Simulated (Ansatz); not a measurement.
The elements of this relaxed trial crystal are hidden behind letters.

```
lattice vectors (Å)
   1.2563    0.7253   10.3051
  -1.2563    0.7253   10.3051
   0.0000   -1.4506   10.3051
fractional positions
X 0.2010 0.2010 0.2010
X 0.7990 0.7990 0.7990
Z 0.3984 0.3984 0.3984
Z 0.0000 0.0000 0.0000
Z 0.6016 0.6016 0.6016
```

The calculation used DFT PBE, scalar-relativistic, plane waves, PAW (Ansatz 0.2.0). Cutoff 420 eV, Γ-centred 18×18×18 mesh (5-atom cell), Gaussian smearing of 0.10 eV, collinear spin.

```
Space group                                 : R-3m (No. 166)
Conventional cell                           : a = 2.513 Å, c = 30.915 Å
Volume per atom                             : 11.27 Å³
Density                                     : 8.94 g/cm³
Energy over the elements                    : +0.01 eV/atom
Gap on the 18×18×18 mesh of the 5-atom cell : 0 eV (a metal)
Net moment per atom                         : 0.31 μB
```

Energies are uncorrected and count from the elements' standard states at the same level.

Question: X is a d-block element of period 4 and Z is a d-block element of period 4. Which elements are they?

Answer: X = Cu, Z = Ni, so the formula is Cu2Ni3. Density times volume gives a mean mass of 8.94 × 11.27/1.6605 = 60.7 u per atom, and this set has 60.6 u. Around Cu lie 9 Cu at 2.51–2.57 Å and 3 Ni at 2.54 Å; Ni on a site of symmetry 3m has 9 Ni at 2.48–2.51 Å and 3 Cu at 2.54 Å; Ni on a site of symmetry -3m is surrounded by 12 Ni at 2.48–2.51 Å. Other sets within the hints have nearly the same mass, so mass alone doesn't settle it; this one was computed.

Another magnetic order may lie lower. A structure relaxed within its symmetry needn't be a true minimum.
